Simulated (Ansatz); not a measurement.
PbF2 (Fluorocronite):

```
Pb F
1.0
     0.00000    2.96366    2.96366
     2.96366    0.00000    2.96366
     2.96366    2.96366    0.00000
Pb F
1 2
Direct
  0.00000 0.00000 0.00000
  0.75000 0.75000 0.75000
  0.25000 0.25000 0.25000
```

Base run:

- Program: Ansatz 0.2.0
- Functional: LDA
- Potentials or basis: all-electron LAPW, scalar-relativistic
- Cutoff: 240 eV
- Density cutoff: 961 eV
- Basis error allowed: 0.002 eV/atom
- k mesh: 8 × 8 × 8
- Occupations: fermi-dirac, width 0.05 eV
- Spin: no spin polarisation

Its results: band gap on the k mesh 4.25 eV, indirect (least direct gap 4.41 eV); pressure -4.5 GPa.

Problem. The run is repeated on the same cell with these changes: functional from LDA to PBEsol; potentials or basis from all-electron LAPW, scalar-relativistic to all-electron LAPW, non-relativistic. What comes out?

Solution. Band gap on the k mesh 2.19 eV, indirect (least direct gap 2.29 eV); pressure 3.2 GPa.

Caveats: spin-orbit coupling is left out, which as a rule narrows the gap of such compounds by several tenths of an eV; relativity is left out, which matters for the heavier elements (some runs).

Not every run made on this cell is shown here.
